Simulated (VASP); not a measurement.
## Ti: single point with PBE

Ti:

```
Ti
1.0
     2.95000    0.00000    0.00000
    -1.47500    2.55477    0.00000
     0.00000    0.00000    4.68000
Ti
2
Direct
  0.66667 0.33333 0.75000
  0.33333 0.66667 0.25000
```

| Property | Result |
| --- | --- |
| Program | VASP 6.6.1 |
| Task | single point |
| Functional | PBE |
| Potentials or basis | VASP PAW PBE potentials, release 64 (Ti_sv) |
| Cutoff | 520 eV |
| k mesh | 10 × 10 × 6 |
| Occupations | gaussian, width 0.1 eV |
| Spin | no spin polarisation |
| Further INCAR settings | ALGO = Normal; EDIFF = 1.00e-07 |

```yaml
Pressure: -1.7 GPa
Band_gap_on_the_k_mesh: none (metal or under the smearing width)
```

Stress tensor (GPa, compression positive):
```
-1.59  0.00  0.00
 0.00 -1.59  0.00
 0.00  0.00 -1.98
```

Levels at points of the mesh, in eV from the Fermi level:
```
           k point  band 9  band 10  band 11  band 12  band 13  band 14  band 15  band 16
(0.00, 0.00, 0.00)   -6.16    -2.64     0.72     0.78     0.78     0.87     1.26     1.26
(0.50, 0.00, 0.00)   -2.32    -2.10    -1.80    -0.63     0.49     0.62     1.16     3.29
(0.00, 0.00, 0.50)   -4.33    -4.33     0.09     0.09     0.69     0.69     0.69     0.69
(0.50, 0.00, 0.50)   -2.49    -2.49    -0.79    -0.79     1.30     1.30     1.71     1.71
```

Wall time 34 s on 1 thread of Intel(R) Xeon(R) Platinum 8488C (Sapphire Rapids), with other jobs on the host, peak memory 0.16 GiB.
